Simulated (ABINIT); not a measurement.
In:

```xyz
2
Lattice="3.3355 0.0000 0.0000 -1.6677 2.8886 0.0000 0.0000 0.0000 5.5091" Properties=species:S:1:pos:R:3 pbc="T T T"
In    1.6677    0.9629    4.1319
In    0.0000    1.9257    1.3773
```

This isn't the form of In at room conditions, which is tetragonal.

Base run:

| Item | Value |
| --- | --- |
| Program | ABINIT 10.8.3 (patched build) |
| Functional | BLYP |
| Potentials or basis | JTH PAW PBE v2.0 |
| Cutoff | 707 eV |
| k mesh | 9 × 9 × 5 |
| Occupations | fermi-dirac, width 0.05 eV |
| Spin | no spin polarisation |

Its results: band gap on the k mesh none (metal or under the smearing width); pressure 5.2 GPa.

Problem. The run is repeated on the same cell with these changes: functional from BLYP to PW91. What comes out?

Solution. Band gap on the k mesh none (metal or under the smearing width); pressure 1.0 GPa.

PW91 binds more tightly than BLYP, so the same cell stands under less pressure.

Caveats: the PAW data sets were made with another functional, which shifts forces and pressure a little.
